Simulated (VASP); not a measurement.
# Shielding tensors and field gradients of NaCl

Aim: NMR shielding tensors and field gradients of NaCl. The cell is of the rock-salt type, one of the forms listed for this formula, which need not be the common one. The start is a cell from a database of measured crystal structures.

Method: PBE; plane waves and PAW (Cl, Na_pv), in the first sound run; inputs show where later runs differ, in VASP 6.6.1.

The database entry behind the starting cell differs from later determinations by our own check (an axis about 0.4 % short against later determinations), so it need not match the best structure at ambient conditions.

**1. Set-up**

Symmetry: Fm-3m, No. 225, cubic system. Conventional cell: a = 5.620 Å, b = 5.620 Å, c = 5.620 Å, α = 90.00°, β = 90.00°, γ = 90.00°. Nearest to Cl lie 6 Na at 2.81 Å. Nearest to Na lie 6 Cl at 2.81 Å. Farther neighbours and most contacts between anions are not listed.

Coordinates:

```
Cl Na
1.0
     0.00000    2.81000    2.81000
     2.81000    0.00000    2.81000
     2.81000    2.81000    0.00000
Cl Na
1 1
Direct
  0.50000 0.50000 0.50000
  0.00000 0.00000 0.00000
```

**2. Ground state**

The next steps need an insulator, so the gap is checked first.

Input file INCAR:

```
SYSTEM = NaCl
PREC = Accurate
ENCUT = 400
EDIFF = 1E-07
NELM = 100
ISMEAR = 0
SIGMA = 0.01
LREAL = .FALSE.
ALGO = Normal
GGA = PE
NBANDS = 13
LORBIT = 11
LWAVE = .FALSE.
LCHARG = .FALSE.
KPAR = 4
```

Input file POSCAR:

```
NaCl
1.0
    0.0000000000      2.8100000000      2.8100000000
    2.8100000000      0.0000000000      2.8100000000
    2.8100000000      2.8100000000      0.0000000000
Cl Na
1 1
Direct
    0.5000000000      0.5000000000      0.5000000000
    0.0000000000      0.0000000000      0.0000000000
```

Input file KPOINTS:

```
Automatic mesh
0
Gamma
6 6 6
0 0 0
```

PAW data sets: Cl and Na_pv (PBE family, release 64).

The run is started by

```sh
mpirun -np 4 vasp_std
```

What it wrote:

```text
[banner, memory and clock lines left out]
running    4 mpi-ranks, on    1 nodes
 distrk:  each k-point on    1 cores,    4 groups
 distr:  one band on    1 cores,    1 groups

 POSCAR found type information on POSCAR ClNa
 POSCAR found :  2 types and       2 ions
 LDA part: xc-table for (Slater+PW92), standard interpolation
 POSCAR, INCAR and KPOINTS ok, starting setup
 FFT: planning ... GRIDC
 FFT: planning ... GRID_SOFT
 FFT: planning ... GRID
 WAVECAR not read
 entering main loop
       N       E                     dE             d eps       ncg     rms          rms(c)
DAV:   1     0.903416774996E+02    0.90342E+02   -0.64430E+03   424   0.880E+02
DAV:   2     0.448561767732E-01   -0.90297E+02   -0.83119E+02   464   0.248E+02
DAV:   3    -0.684963995947E+01   -0.68945E+01   -0.68533E+01   536   0.684E+01
DAV:   4    -0.696544281632E+01   -0.11580E+00   -0.11577E+00   466   0.975E+00
DAV:   5    -0.696812457846E+01   -0.26818E-02   -0.26816E-02   526   0.150E+00    0.212E+00
DAV:   6    -0.677797446701E+01    0.19015E+00   -0.33250E-01   481   0.350E+00    0.159E+00
DAV:   7    -0.676630305755E+01    0.11671E-01   -0.83241E-02   553   0.173E+00    0.109E+00
DAV:   8    -0.677183675061E+01   -0.55337E-02   -0.10013E-02   431   0.897E-01    0.286E-01
DAV:   9    -0.677173961852E+01    0.97132E-04   -0.20458E-04   521   0.118E-01    0.161E-01
DAV:  10    -0.677186553675E+01   -0.12592E-03   -0.31095E-04   441   0.143E-01    0.576E-02
DAV:  11    -0.677185710450E+01    0.84322E-05   -0.15558E-05   521   0.377E-02    0.151E-02
DAV:  12    -0.677185676458E+01    0.33993E-06   -0.21978E-06   441   0.143E-02    0.115E-03
DAV:  13    -0.677185716106E+01   -0.39648E-06   -0.26080E-07   461   0.359E-03    0.241E-03
DAV:  14    -0.677185690118E+01    0.25988E-06   -0.27974E-08   288   0.987E-04    0.366E-04
DAV:  15    -0.677185688861E+01    0.12574E-07   -0.15589E-09   253   0.409E-04
   1 F= -.67718569E+01 E0= -.67718569E+01  d E =-.387259E-39
```

Elapsed: 4 s, on 4 MPI ranks of AMD EPYC 7R43, shared host; peak memory 0.45 GiB; 12 s of CPU time.

Lines that name or quote the potential files are left out of all logs, and their timing lines are given in words.

OUTCAR, selected parts (step 2):

```text
ion  position               nearest neighbor table
   1  0.500  0.500  0.500-
   2  0.000  0.000  0.000-

  LATTYP: Found a face centered cubic cell.
 ALAT       =     5.6200000000

 Subroutine GETGRP returns: Found 48 space group operations
 (whereof 48 operations were pure point group operations)

The static configuration has the point symmetry O_h .

 Found     16 irreducible k-points:

   k-points           NKPTS =     16   k-points in BZ     NKDIM =     16   number of bands    NBANDS=     13

   dimension x,y,z NGX =    28 NGY =   28 NGZ =   28
   dimension x,y,z NGXF=    56 NGYF=   56 NGZF=   56

   ENCUT  =  400.0 eV  29.40 Ry    5.42 a.u.   6.48  6.48  6.48*2*pi/ulx,y,z

   NELECT =      14.0000    total number of electrons

 k-points in reciprocal lattice and weights: Automatic mesh
   0.00000000  0.00000000  0.00000000       0.005
   0.16666667  0.00000000  0.00000000       0.037
   0.33333333  0.00000000  0.00000000       0.037
   0.50000000  0.00000000  0.00000000       0.019
   0.16666667  0.16666667  0.00000000       0.028
   0.33333333  0.16666667  0.00000000       0.111
   0.50000000  0.16666667  0.00000000       0.111
  -0.33333333  0.16666667  0.00000000       0.111
  -0.16666667  0.16666667  0.00000000       0.056
[...]
-0.33333333  0.33333333  0.16666667       0.111
  -0.33333333  0.50000000  0.16666667       0.056

 average (electrostatic) potential at core
       1 -93.4828       2 -47.2796

 E-fermi :  -0.5786

 k-point     1 :       0.0000    0.0000    0.0000
  band No.  band energies     occupation
    ...
      3     -21.4642      2.00000
      4     -13.3541      2.00000
      5      -0.6687      2.00000
      6      -0.6687      2.00000
      7      -0.6687      2.00000
      8       4.4764      0.00000
      9      10.4600      0.00000
     10      10.4600      0.00000
     11      10.4600      0.00000
     12      12.6363      0.00000
    ...

 k-point     2 :       0.1667    0.0000    0.0000
  band No.  band energies     occupation
    ...
      3     -21.4647      2.00000
      4     -13.2710      2.00000
      5      -1.2791      2.00000
      6      -0.7393      2.00000
      7      -0.7393      2.00000
      8       5.2958      0.00000
      9       9.6739      0.00000
     10      10.7464      0.00000
     11      10.7464      0.00000
     12      12.3176      0.00000
    ...

 k-point     3 :       0.3333    0.0000    0.0000
  band No.  band energies     occupation
    ...
      3     -21.4658      2.00000
      4     -13.0972      2.00000
      5      -2.2246      2.00000
      6      -0.8739      2.00000
      7      -0.8739      2.00000
      8       6.4117      0.00000
      9       9.4634      0.00000
     10      10.5605      0.00000
     11      10.5605      0.00000
     12      13.4156      0.00000
    ...

  Total        0.2382923      0.2382923      0.2382923      0.0000000      0.0000000     -0.0000000
  in kB        8.6034300      8.6034300      8.6034300      0.0000000      0.0000000     -0.0000000
  external PRESSURE =       8.6034300 kB  Pullay stress =       0.0000000 kB

  energy-cutoff  :      400.00
  volume of cell :       44.38
      direct lattice vectors                 reciprocal lattice vectors
     0.000000000  2.810000000  2.810000000    -0.177935943  0.177935943  0.177935943
     2.810000000  0.000000000  2.810000000     0.177935943 -0.177935943  0.177935943
     2.810000000  2.810000000  0.000000000     0.177935943  0.177935943 -0.177935943

 POSITION                                       TOTAL-FORCE (eV/Angst)
 -----------------------------------------------------------------------------------
      2.81000      2.81000      2.81000        -0.000000      0.000000     -0.000000
      0.00000      0.00000      0.00000         0.000000      0.000000      0.000000
 -----------------------------------------------------------------------------------
    total drift:                                0.000000      0.000000      0.000000

  FREE ENERGIE OF THE ION-ELECTRON SYSTEM (eV)
  ---------------------------------------------------
  free  energy   TOTEN  =        -6.7718568886 eV

  energy  without entropy=       -6.7718568886  energy(sigma->0) =       -6.77185689

 total charge
# of ion       s       p       d       tot
------------------------------------------
    1        1.588   3.585   0.000   5.173
    2        0.043   5.980   0.000   6.023
--------------------------------------------------
tot          1.631   9.564   0.000  11.196

[... 3 further parts left out ...]
```

The gap is read on the k-mesh alone, so it is an upper bound where the band edges lie off the mesh.

Numbers from this step:

| Quantity | Value |
| --- | --- |
| free energy (TOTEN) | -6.772 eV |
| Fermi energy | -0.5786 eV |
| pressure | 0.8603 GPa |
| gap on the k-mesh | 5.145 eV |
| least direct gap on the k-mesh | 5.145 eV |

The cell has a gap of 5.15 eV on this mesh.

[end of part 1 of 3]

[Lines on the potential files, build, host, timing and source positions are cut from VASP's logs without a mark.]

[Logs are printed without paths, hosts, clocks, repeated set-up lines and the standing remarks that a program may print on its own settings, such as how far it seeks lower states.]

[Hosts, paths, dates, database ids (printed as entryN), source tags and the programs' standing remarks are cut or masked in the printed files.]
